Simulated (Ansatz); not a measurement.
# CdS (Fm-3m) at 2 levels of theory

One geometry, relaxed with PBE; plane waves with PAW potentials in Ansatz, scalar-relativistic. No spin polarisation. Gaps are the least over mesh and band path; pressure is positive in compression.

Space group Fm-3m (No. 225). a = 5.495 Å, b = 5.495 Å, c = 5.495 Å, α = 90.00°, β = 90.00°, γ = 90.00°
| atom | site | symmetry | x | y | z |
| --- | --- | --- | --- | --- | --- |
| Cd | 4a | m-3m | 0.0000 | 0.0000 | 0.0000 |
| S | 4b | m-3m | 0.5000 | 0.0000 | 0.0000 |

| level | cutoff (eV) | k mesh | gap (eV) | pressure (GPa) |
| --- | --- | --- | --- | --- |
| PBE | 420 | 12×12×12 | 0.26 | 0.0 |

Question: What comes out on the same cell with r2SCAN?

Answer:
```tsv
level	cutoff (eV)	k mesh	gap (eV)	pressure (GPa)
r2SCAN	500	12×12×12	0.75	-1.8
```

Another cell of CdS relaxed alike, in P6_3mc, lies 136 meV/atom lower, so this cell isn't the stable form at this level.

It was relaxed from a Materials Project cell.
